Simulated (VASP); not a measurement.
Input of a VASP 6.6.1 run:

File INCAR:

```
SYSTEM = NaCl
  PREC = Accurate
  ENCUT = 600
  EDIFF = 1E-8
  ISMEAR = 0
  SIGMA = 0.03
  LREAL = .FALSE.
  LASPH = .TRUE.
  NELM = 80
  ALGO = Fast
  ISIF = 2
  LWAVE = .FALSE.
  LCHARG = .FALSE.
  GGA = PS
  LEPSILON = .TRUE.
```

Contents of KPOINTS:

```
regular mesh
0
Monkhorst
  14 14 14
  0 0 0
```

Contents of POSCAR:

```
NaCl                                    
1.0
    0.0000000000      2.8662832466      2.8662832466
    2.8662832466     -0.0000000000      2.8662832466
    2.8662832466      2.8662832466      0.0000000000
  Na              Cl            
     1     1
Direct
     0.0000000000000000    0.0000000000000000    0.0000000000000000
     0.5000000000000000    0.5000000000000000    0.5000000000000000
```

Potentials or basis: VASP PAW PBE potentials, release 64 (Na_pv, Cl).

Command:

```console
$ cat potpaw_PBE.64/Na_pv/POTCAR potpaw_PBE.64/Cl/POTCAR > POTCAR
$ mpirun -np 1 vasp_std > vasp.out
```

(1) Estimate the electronic dielectric tensor (diagonal).

(2) Predict the Born charges (mean of the diagonal).

## Answers

(1) 2.51.

(2) Na +1.11; Cl -1.11 e.

**Measured values to compare with.**

From a printed reference work, textbook, for a bulk crystal of NaCl at 80 K: high-frequency dielectric constant 2.34.

Against the measured high-frequency dielectric constant of NaCl, 2.34 (80 K; a printed reference work, textbook), the calculated 2.51 is off by +7.1 %.
